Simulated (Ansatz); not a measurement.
**AuAl2 and the effect of spin-orbit coupling**

```xyz
3
Lattice="0.0000 3.0000 3.0000 3.0000 0.0000 3.0000 3.0000 3.0000 0.0000" Properties=species:S:1:pos:R:3 pbc="T T T"
Au    0.0000    0.0000    0.0000
Al    4.5000    4.5000    4.5000
Al    1.5000    1.5000    1.5000
```

Kept alike: task band structure; functional PBEsol; k mesh 8 × 8 × 8; occupations fermi-dirac, width 0.05 eV. Program: Ansatz, Ansatz PAW, cutoff 420 eV. The mesh is that of the run's cell of 3 atoms.

```csv
spin-orbit coupling,pressure (GPa)
off,0.06
on,-0.74
```

Pressure is positive in compression, with a Pulay correction for the finite cutoff. For a metal such a mesh leaves the last digits unconverged. All rows use potentials made for PBE.

The pressure runs from -0.74 (on) to 0.06 GPa (off).
